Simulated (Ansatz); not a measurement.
MnO2:

```xyz
3
Lattice="1.4284 0.8247 4.5839 -1.4284 0.8247 4.5839 0.0000 -1.6494 4.5839" Properties=species:S:1:pos:R:3 pbc="T T T"
Mn    0.0000    0.0000    0.0000
O     0.0000    0.0000   10.1163
O     0.0000    0.0000    3.6355
```

Measurements of this composition are mostly on another form, of space group No. 136.

- Program: Ansatz 0.2.0
- Task: relaxation of cell and atoms
- Functional: PBEsol
- Potentials or basis: Ansatz PAW
- Cutoff: 420 eV (not typed: the program's choice for these potentials)
- k mesh: 11 × 11 × 11
- Occupations: fermi-dirac, width 0.05 eV
- Spin: collinear spin, ferromagnetic start
- Starting moments: [4.0, 0.0, 0.0] μB
- Hubbard terms: Mn d U = 6 eV

At the start: volume 10.80 Å³/atom.

Task: How do energy, volume and symmetry change on relaxing?

Result: It ends after 14 steps and the volume is 11.65 Å³/atom (+7.9 %); space group R-3m (No. 166, to 0.05 Å); moment 3.00 μB per cell.

Step by step:
| step | energy change (eV) | largest force (eV/Å) | volume (Å³) |
| --- | --- | --- | --- |
| 1 | 0.0000 | 0.3453 | 32.40 |
| 2 | -0.0253 | 0.2975 | 33.67 |
| 3 | -0.0352 | 0.0499 | 34.05 |
| 4 | -0.0357 | 0.0029 | 34.02 |
| 5 | -0.0464 | 0.0034 | 34.02 |
| 6 | -0.0453 | 0.0183 | 34.33 |
| 7 | -0.0443 | 0.0025 | 34.54 |
| 8 | -0.0472 | 0.0024 | 34.54 |
| 9 | -0.0464 | 0.0003 | 34.73 |
| 10 | -0.0460 | 0.0001 | 34.81 |
| 11 | -0.0475 | 0.0000 | 34.81 |
| 12 | -0.0469 | 0.0003 | 34.95 |
| 13 | -0.0475 | 0.0003 | 34.95 |
| 14 | -0.0475 | 0.0003 | 34.95 |

Final structure:
```xyz
3
Lattice="1.4622 0.8442 4.7184 -1.4622 0.8442 4.7184 0.0000 -1.6884 4.7184" Properties=species:S:1:pos:R:3 pbc="T T T"
Mn    0.0000    0.0000    0.0000
O     0.0000    0.0000   10.3807
O     0.0000    0.0000    3.7745
```

Caveat: the magnetic or orbital state may not be the lowest; the plane-wave basis is chosen anew once the cell has moved, so the energies of steps on either side of that aren't comparable; the pressure holds a Pulay correction of +0.8 GPa for the finite cutoff; a cell with one magnetic atom can't hold antiferromagnetic order, which such compounds often take; the PAW data sets come from PBE, with cores solved anew for the run's functional, which leaves a small shift of forces and pressure.
